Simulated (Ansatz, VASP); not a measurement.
# Two plane-wave programs on SrO

```xyz
2
Lattice="0.0455 2.5974 2.5974 2.5974 0.0455 2.5974 2.6428 2.6428 0.0000" Properties=species:S:1:pos:R:3 pbc="T T T"
Sr    0.0000    0.0000    0.0000
O     2.6428    2.6428    2.5974
```

Change from the starting cell: strain +0.0350 x Voigt [0, 0, 0, 0, 0, 1], atoms carried along.

Alike in both runs: task single point; functional PBE; k mesh 8 × 8 × 8; occupations gaussian, width 0.05 eV; no spin polarisation.

|  | VASP | Ansatz |
| --- | --- | --- |
| version | VASP 6.6.1 | Ansatz 0.2.0 |
| potentials or method | VASP PAW PBE potentials, release 64 (Sr_sv, O) | scalar-relativistic, plane waves, PAW |
| plane-wave cutoff (eV) | 520 | 420 |
| valence electrons in the cell | 16 | 16 |

```csv
,VASP,Ansatz,Ansatz less VASP
gap on the k mesh at the Fermi level (eV),3.23,3.28,+0.045
least direct gap on the mesh (eV),3.33,3.37,+0.036
pressure (GPa),0.5,0.0,-0.51
largest component of the traceless stress (GPa),1.90,1.90,+0.001
```

With one functional, cell and mesh, what is left measures potentials, basis and numerics.

A k mesh can miss the band edges.
